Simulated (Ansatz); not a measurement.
Ansatz (an electronic-structure program) input:

Ansatz 0.2 input:
```yaml
crystal:
  lattice:
    - [2.661375967, 0.0, 0.0]
    - [-1.3306879835, 2.3048191965, 0.0]
    - [0.0, 0.0, 8.6704914179]
  atoms:
    - { symbol: Be, position: [0.0, 0.0, 0.0007559401] }
    - { symbol: Be, position: [0.0, 0.0, 0.5007559401] }
    - { symbol: Be, position: [0.6666666667, 0.3333333333, 0.750171506] }
    - { symbol: Be, position: [0.3333333333, 0.6666666667, 0.250171506] }
    - { symbol: O, position: [0.0, 0.0, 0.8124287497] }
    - { symbol: O, position: [0.0, 0.0, 0.3124287497] }
    - { symbol: O, position: [0.6666666667, 0.3333333333, 0.5622738041] }
    - { symbol: O, position: [0.3333333333, 0.6666666667, 0.0622738041] }
kpoints:
  mp_grid: { grid: [12, 12, 4] }
hamiltonian:
  xc: lda
  pseudopotentials: { kind: paw }
scf:
  occupations: { method: fixed }
phonons:
  method: dfpt
  response_accuracy: low
  eigenvectors: true
  rigid_motions: translations
  dielectric: true
  raman: true
```

Output (shortened):

```
Pseudopotential: Be, paw, valence charge 2
Pseudopotential: O, paw, valence charge 6
Functional definition: SPW92
Crystal: 8 atoms, lattice volume = 53.185 Å³
Basis set: ecut = 420 eV, 1067 PW (Γ), exchange–correlation on 36×36×120 points (8 copies of the dense FFT grid, shifted against one another)
Bands: 24, of which v1, the nominal top of the filled ones, is band 16 counted from 1 (15 counted from 0)
Symmetry: 12 space group operations
k-points: 164 of 576 (irreducible under 2 space group operations, time reversal used)
SCF 1 converged in 8 iterations: F = -2587.028286 eV  dr2 = 4.76e-11
── the response to a field inside a basis, on 12×12×4 k-points: an SCF that follows is theirs, and a resumed run solves both again ──
Crystal: 8 atoms, lattice volume = 53.185 Å³
Bands: 17, of which v1, the nominal top of the filled ones, is band 16 counted from 1 (15 counted from 0)
k-points: 84 of 576 (irreducible under 4 space group operations, time reversal used)
SCF 1 converged in 7 iterations: F = -2587.034489 eV  dr2 = 2.85e-12
SCF converged after 8 iterations
Free energy (F): -2587.028286 eV
Harris-Foulkes:  -2587.028286 eV  (|F-HF|=2.36e-11)
Internal energy: -2587.028286 eV  (E = F + TS)
E sigma→0 (E₀):  -2587.028286 eV
Fermi energy:    6.015730 eV
--- Per-component energies (eV) ---
  E_band       = -10.656498
  E_kinetic    = 799.040002
  E_local      = -1329.964188  (includes V_loc(G=0)·N_el)
  E_nonlocal   = 221.050930
  E_hartree    = 459.895302
  E_xc         = -372.964672
  E_vxc        = -462.114129  (∫ρ·V_xc dr)
  E_paw        = -813.527098  (= ΣΔE_a)
  E_vpaw       = -158.470110  (= ΣTr[D̂ρ^β])
  E_aug_tail   = 0.010440  (compensation charges beyond the density's cutoff)
  E_ewald      = -1551.077837
  E_core_change = 0.508834  (= ΣΔE_core)
  E_smearing   =  0.000000  (= −TS)
  E_closure    =  0.000000  (closes the sum)
  Σ components = -2587.028286   (vs F -2587.028286, Δ=0.00e0)
--- Band table (eV; the first three rows and the last of 164) ---
  k-point 0: bands = ["-12.6559", "-11.8361", "-11.8122", "-10.7091", "-0.4963", "2.4837", "2.5186", "5.0231", "5.0231", "5.4609", "5.4609", "5.5128", "5.5128", "6.0005", "6.0005", "6.0157", "13.9302", "15.9300", "16.1476", "18.0180", "20.5030", "20.5030", "20.5480", "20.7399"]
  k-point 1: bands = ["-12.5991", "-12.1665", "-11.4427", "-10.8100", "-0.2676", "1.3414", "3.7249", "5.0570", "5.0570", "5.3032", "5.3032", "5.6786", "5.6786", "5.6966", "5.9596", "5.9596", "14.1279", "15.3042", "16.7571", "17.8405", "20.5545", "20.5545", "20.6605", "20.7645"]
  k-point 2: bands = ["-12.4320", "-12.4320", "-11.0795", "-11.0795", "0.3783", "0.3783", "4.8573", "4.8573", "5.1547", "5.1547", "5.1547", "5.1547", "5.8446", "5.8446", "5.8446", "5.8446", "14.6364", "14.6364", "17.3812", "17.3812", "20.6704", "20.6704", "20.6704", "20.6704"]
  k-point 163: bands = ["-10.7417", "-10.7417", "-10.2192", "-10.2192", "0.7832", "0.7832", "1.1482", "1.1482", "2.6390", "2.6390", "3.2509", "3.2509", "3.5599", "3.5599", "4.7423", "4.7423", "15.8761", "15.8761", "17.1378", "17.1378", "19.5782", "19.5782", "21.0135", "21.0135"]
--- Phonons (Γ-DFPT): 8 representative perturbations + reference, on 164 of 576 k-points (Σ response iterations 22) ---
  ASR residual: 8.783e-5 → 0.000e0 eV/Å²; symmetrization residual: 1.167e-5 eV/Å²
  ASR residual per site (eV/Å²): 5.98e-5 5.98e-5 8.78e-5 8.78e-5 5.57e-5 5.57e-5 8.59e-5 8.59e-5
  Γ frequencies (cm⁻¹): 0.00 0.00 0.00 231.68 231.68 235.07 235.07 329.15 329.15 460.79 467.08 722.40 723.64 723.64 734.36 734.36 735.08 743.85 743.85 753.18 753.18 910.51 1028.08 1037.62
  ε∞ (high-frequency dielectric tensor):
        3.096510     0.000000     0.000000
        0.000000     3.096510     0.000000
        0.000000     0.000000     3.130940
  ε⁰ (static dielectric tensor: ions relaxed, cell fixed):
        6.668878     0.000000     0.000000
        0.000000     6.668878     0.000000
        0.000000     0.000000     7.021738
  ε⁰ − ε∞ (ionic part):
        3.572368     0.000000     0.000000
        0.000000     3.572368     0.000000
        0.000000     0.000000     3.890798
  softest optical mode at Γ: 231.68 cm⁻¹; the repairs (sum rule, projections) moved no ω² at Γ by more than (3.33 cm⁻¹)²
  Born effective charges Z* (e; rows j = field, columns β = displacement):
    site 0:
         1.77232    0.00000    0.00000
         0.00000    1.77232    0.00000
         0.00000    0.00000    1.84833
    site 1:
         1.77232    0.00000    0.00000
         0.00000    1.77232    0.00000
         0.00000    0.00000    1.84833
    site 2:
         1.78076    0.00000    0.00000
         0.00000    1.78076    0.00000
         0.00000    0.00000    1.76295
    site 3:
         1.78076    0.00000    0.00000
         0.00000    1.78076    0.00000
         0.00000    0.00000    1.76295
    site 4:
        -1.77457    0.00000    0.00000
         0.00000   -1.77457    0.00000
         0.00000    0.00000   -1.81618
    site 5:
        -1.77457    0.00000    0.00000
         0.00000   -1.77457    0.00000
         0.00000    0.00000   -1.81618
    site 6:
        -1.77851    0.00000    0.00000
         0.00000   -1.77851    0.00000
         0.00000    0.00000   -1.79510
    site 7:
        -1.77851    0.00000    0.00000
         0.00000   -1.77851    0.00000
         0.00000    0.00000   -1.79510
  Z* charge neutrality: 8.706e-6 e pre-enforcement
  k-mesh period / interband length: 31.9 Å / 1.06 Å = 30.07 at k = (0.0000, 0.0000, 0.0000), direct gap 7.915 eV — 14 or more, which is no proof of convergence
  Raman tensors (in the event stream and the table raman_tensors.tsv) …
  optical modes at Γ without the LO–TO term, one row a degenerate level:
      ω (cm⁻¹)  modes    IR ((D/Å)²/amu)  static Raman (Å⁴/amu)  depolarisation
        231.68      2             0.0000                 0.0459           0.750
        235.07      2             0.0000                 0.0627           0.750
        329.15      2             0.0040                 0.0423           0.750
        460.79      1             0.0000                 0.0000               —
        467.08      1             0.0000                 0.0000               —
        722.40      1             7.2238                 0.7365           0.728
        723.64      2             0.0779                 0.0014           0.750
        734.36      2             0.0000                 3.6057           0.750
        735.08      1            44.8666                 3.6130           0.750
        743.85      2             0.0000                 0.0812           0.750
        753.18      2           100.9634                 2.0556           0.750
        910.51      1             0.1199                 0.0342           0.373
       1028.08      1             0.0000                 0.0000               —
       1037.62      1             0.0000                 0.0000               —
  optical modes at Γ + LO–TO along q̂ = [1.0000, 0.0000, 0.0000]:
      ω (cm⁻¹)  modes    IR ((D/Å)²/amu)  static Raman (Å⁴/amu)  depolarisation
        231.68      2             0.0000                 0.0459           0.750
        235.07      2             0.0000                 0.0627           0.750
        329.15      1             0.0020                 0.0211           0.750
        329.17      1             0.0003                 0.0221           0.750
        460.79      1             0.0000                 0.0000               —
        467.08      1             0.0000                 0.0000               —
        722.40      1             7.2238                 0.7365           0.728
        723.64      1             0.0390                 0.0007           0.750
        723.66      1             0.0002                 0.0027           0.750
        734.36      2             0.0000                 3.6057           0.750
        735.08      1            44.8666                 3.6130           0.750
        743.85      2             0.0000                 0.0812           0.750
        753.18      1            50.4817                 1.0278           0.750
        910.51      1             0.1199                 0.0342           0.373
       1028.08      1             0.0000                 0.0000               —
       1037.62      1             0.0000                 0.0000               —
       1105.24      1            50.5222                 1.4890           0.750
  optical modes at Γ + LO–TO along q̂ = [0.0000, 1.0000, 0.0000]:
      ω (cm⁻¹)  modes    IR ((D/Å)²/amu)  static Raman (Å⁴/amu)  depolarisation
        231.68      2             0.0000                 0.0459           0.750
        235.07      2             0.0000                 0.0627           0.750
        329.15      1             0.0020                 0.0211           0.750
        329.17      1             0.0003                 0.0221           0.750
        460.79      1             0.0000                 0.0000               —
        467.08      1             0.0000                 0.0000               —
        722.40      1             7.2238                 0.7365           0.728
        723.64      1             0.0390                 0.0007           0.750
        723.66      1             0.0002                 0.0027           0.750
        734.36      2             0.0000                 3.6057           0.750
        735.08      1            44.8666                 3.6130           0.750
        743.85      2             0.0000                 0.0812           0.750
        753.18      1            50.4817                 1.0278           0.750
        910.51      1             0.1199                 0.0342           0.373
       1028.08      1             0.0000                 0.0000               —
       1037.62      1             0.0000                 0.0000               —
       1105.24      1            50.5222                 1.4890           0.750
  optical modes at Γ + LO–TO along q̂ = [0.0000, 0.0000, 1.0000]:
      ω (cm⁻¹)  modes    IR ((D/Å)²/amu)  static Raman (Å⁴/amu)  depolarisation
        231.68      2             0.0000                 0.0459           0.750
        235.07      2             0.0000                 0.0627           0.750
        329.15      2             0.0040                 0.0423           0.750
        460.79      1             0.0000                 0.0000               —
        467.08      1             0.0000                 0.0000               —
        723.64      2             0.0779                 0.0014           0.750
        724.13      1             0.0046                 0.0212           0.271
        734.36      2             0.0000                 3.6057           0.750
        743.85      2             0.0000                 0.0812           0.750
        753.18      2           100.9634                 2.0556           0.750
        909.86      1             0.0703                 0.1205           0.616
       1028.08      1             0.0000                 0.0000               —
       1037.62      1             0.0000                 0.0000               —
       1098.98      1            52.1354                 4.8248           0.744
```

Cost: very roughly 14 core-minutes on shared cores.

Space group P6_3mc. A made-up cell: these elements were put on the sites of a structure type. Its sites differ from those of the usual phase in this space group: another stacking or structure type. The LDA relaxation kept the symmetry of its start; phonons on a q-mesh show no instability.

Potentials: the later of the program's two PAW sets.

Ansatz is a plane-wave DFT program.
